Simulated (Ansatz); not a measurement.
Ti, 1 atom in the cell. Symmetry: Fm-3m, No. 225, cubic system. Conventional cell: a = 4.060 Å, b = 4.060 Å, c = 4.060 Å, α = 90.00°, β = 90.00°, γ = 90.00°. Ti (site symmetry m-3m) is surrounded by 12 Ti at 2.87 Å. This isn't the form of Ti at room conditions, which is hcp.

* Program: Ansatz 0.2.0
* Task: relaxation of cell and atoms
* Functional: PBEsol
* Dispersion: D3(BJ)
* Potentials or basis: Ansatz PAW
* Cutoff: 420 eV (not typed: the program's choice for these potentials)
* k mesh: 11 × 11 × 11
* Occupations: fermi-dirac, width 0.05 eV
* Spin: no spin polarisation

Potentials or basis: Ansatz PAW.

Launch:

```bash
$ ansatz run input.yaml --threads 2 --pin off --max-ram 5632MiB --backend cpu --events-out ev --progress --plain --runs-dir out
```

Hardware: 2 threads of Arm Neoverse V1, on a shared host.

**Question.** Estimate the wall time of this run.

**Answer.** Wall time 2.5 s on 2 threads of Arm Neoverse V1, on a shared host, peak memory 0.27 GiB. Counts: scf iterations 24, plane waves 331, k points 56, bands 10, ion steps 5.
